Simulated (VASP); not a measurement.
**CoO: single point with LDA+U**

The system is CoO.

```
CELL_PARAMETERS angstrom
2.85630 0.00000 0.00000
-1.42815 2.47363 0.00000
0.00000 0.00000 2.78761
ATOMIC_POSITIONS crystal
Co 0.00000 0.00000 0.00000
O 0.66667 0.33333 0.50000
```

Measurements of this composition are mostly on another form, of space group No. 225.

```yaml
Program: VASP 6.6.1
Task: single point
Functional: LDA
Potentials_or_basis: VASP PAW LDA potentials, release 64 (Co, O)
Cutoff: 520 eV
k_mesh: 8 × 8 × 7
Occupations: gaussian, width 0.05 eV
Spin: collinear spin, random start
Starting_moments: "[-1.95, 0.0] μB"
Hubbard_terms: Co d U = 7 eV
Further_INCAR_settings: ALGO = Fast; EDIFF = 1e-06
```

```yaml
Pressure: -22.2 GPa
Band_gap_on_the_k_mesh: none (metal or under the smearing width)
Net_moment: -3.00 μB per cell
Site_moments: Co -2.77; O -0.23 μB
Valence_electrons_inside_the_program's_atomic_spheres: Co 7.84; O 4.94
```

Stress tensor (GPa, compression positive):
```
-17.50   0.00   0.00
  0.00 -17.50   0.00
  0.00   0.00 -31.62
```

Levels at points of the mesh, in eV from the Fermi level:
Spin up:
| k point | band 2 | band 3 | band 4 | band 5 | band 6 | band 7 | band 8 | band 9 | band 10 | band 11 |
| --- | --- | --- | --- | --- | --- | --- | --- | --- | --- | --- |
| (0.00, 0.00, 0.00) | -4.98 | -2.93 | -2.93 | -2.24 | 1.06 | 1.06 | 1.58 | 3.29 | 3.29 | 13.78 |
| (0.50, 0.00, 0.00) | -6.85 | -3.86 | -2.40 | -2.39 | -0.38 | 0.39 | 3.10 | 4.04 | 6.20 | 9.65 |
Spin down:
| k point | band 5 | band 6 | band 7 | band 8 | band 9 | band 10 | band 11 | band 12 |
| --- | --- | --- | --- | --- | --- | --- | --- | --- |
| (0.00, 0.00, 0.00) | -6.16 | -6.16 | -2.67 | -1.08 | -1.08 | 1.04 | 13.20 | 15.97 |
| (0.50, 0.00, 0.00) | -6.27 | -5.55 | -4.07 | -2.58 | -0.99 | 5.66 | 8.80 | 13.42 |

Eigenvalues of the final occupation matrices:
| site | spin | trace | eigenvalues |
| --- | --- | --- | --- |
| site 1 d | 1 | 2.21 | 0.09 0.09 0.53 0.53 0.97 |
| site 1 d | 2 | 4.97 | 0.98 0.98 0.98 1.01 1.01 |

It took 13 s on 1 thread of Intel(R) Xeon(R) Platinum 8488C (Sapphire Rapids) (shared host), peak memory 0.14 GiB.

Caveat: a cell with one magnetic atom can't hold antiferromagnetic order, which such compounds often take. The state reached can hang on the start; a lower one may exist.
